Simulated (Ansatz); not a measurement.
In (hcp): energy against volume

The calculation used DFT, PBE, plane waves (420 eV) with PAW, scalar-relativistic in Ansatz 0.2.0.

The cell is scaled uniformly from the relaxed one, with fractional coordinates and shape fixed. Energies are extrapolated to zero smearing, pressures are those at the given smearing. Magnetic state: spin not included.

A Birch-Murnaghan fit gives V₀ = 27.64 Å³/atom, B₀ = 34 GPa, B₀′ = 5.3.

(1) What are the energy above the minimum and the pressure at 24.343 Å³/atom?

(2) What are the energy above the minimum and the pressure at 25.449 Å³/atom?

(3) What are the energy above the minimum and the pressure at 28.769 Å³/atom?

Answers

(1) 54.9 meV/atom and 6.14 GPa as computed.

(2) 22.0 meV/atom and 3.57 GPa as computed.

(3) 4.6 meV/atom and -1.18 GPa as computed.
